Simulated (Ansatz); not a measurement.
# MoS2 in Ansatz: equation of state

How stiff is MoS2 in PBEsol, and what volume does it want? The cell is scaled to several volumes.

Everything below comes from runs of Ansatz 0.2.0. Logs are shortened: lines on timing, memory, paths and dates and some standing lists are left out, and cuts for length are marked.

### Step 1. Starting point

The cell holds a slab with vacuum, 3 atoms: a = 3.184 Å, b = 3.184 Å, c = 17.335 Å, α = 90.00°, β = 90.00°, γ = 120.00°.

### Step 2. Equation of state, PBEsol

Potentials or basis: all-electron LAPW, scalar-relativistic.

No new run: the results of the series are fitted here.

What came out:

```yaml
Equilibrium_volume: 49.63 Å³/atom
Bulk_modulus_at_fixed_shape_and_positions: 55 GPa
Pressure_derivative_of_the_bulk_modulus: 4.4
```

Energy against volume, from the lowest point:
```tsv
volume (Å³/atom)	energy (meV/atom)
47.690	13.91
48.705	3.03
49.720	0.00
50.735	4.01
51.749	14.31
52.764	30.27
53.779	51.27
```

Caveat: the cell was scaled at fixed shape and fractional positions, which overstates the stiffness of a crystal with free parameters, most of all of layers and chains.
